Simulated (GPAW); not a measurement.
Crystal: BaZrO3.

```
Ba Zr O
1.0
     4.19134    0.00000    0.00000
     0.00000    4.19134    0.00000
     0.00000    0.00000    4.19134
Ba Zr O
1 1 3
Direct
  0.00000 0.00000 0.00000
  0.50000 0.50000 0.50000
  0.50000 0.50000 0.00000
  0.50000 0.00000 0.50000
  0.00000 0.50000 0.50000
```

Program: GPAW 26.7.0. Alike in all runs: no spin polarisation; cell as given.

Problem. Order these runs on this cell by their band gap on the k mesh, lowest first.
A. level LDA; potentials or basis the program's PAW data sets (release 1.2.1) made for this functional, pw; k mesh 6 × 6 × 6; cutoff (eV) 800; smearing fermi-dirac 0.05 eV; band path GXMGRX,MR; band points 60
B. level PBEsol+U; potentials or basis PAW data sets generated in the run's folder for this functional, pw; U Zr d U = 4 eV; k mesh 6 × 6 × 6; cutoff (eV) 800; smearing fermi-dirac 0.05 eV; band path GXMGRX,MR; band points 100
C. level TB-mBJ; potentials or basis GPAW PAW data sets for LDA (gpaw-data 1.2.1), pw; k mesh 6 × 6 × 6; cutoff (eV) 800; smearing fermi-dirac 0.05 eV
D. level PBEsol+U; potentials or basis PAW data sets generated in the run's folder for this functional, pw; U Zr d U = 2 eV; k mesh 6 × 6 × 6; cutoff (eV) 800; smearing fermi-dirac 0.05 eV; band path GXMGRX,MR; band points 100
E. level PBE; potentials or basis GPAW PAW data sets (gpaw-data 1.2.1), pw; k mesh 5 × 5 × 5; cutoff (eV) 600; smearing fermi-dirac 0.001 eV; response ecut 80 eV; response k mesh 12 × 12 × 12; response bands 60

Solution. A (3.09 eV), E (3.30 eV), D (3.50 eV), B (3.90 eV), C (4.15 eV).

Caveats: spin-orbit coupling is left out, which moves the levels of the heavy elements; the long-wavelength limit can be off by several per cent where d states take part (some runs); a model potential gives levels but no total energy (some runs).

A k mesh can miss the band edges.

Not every run made on this cell is shown here.
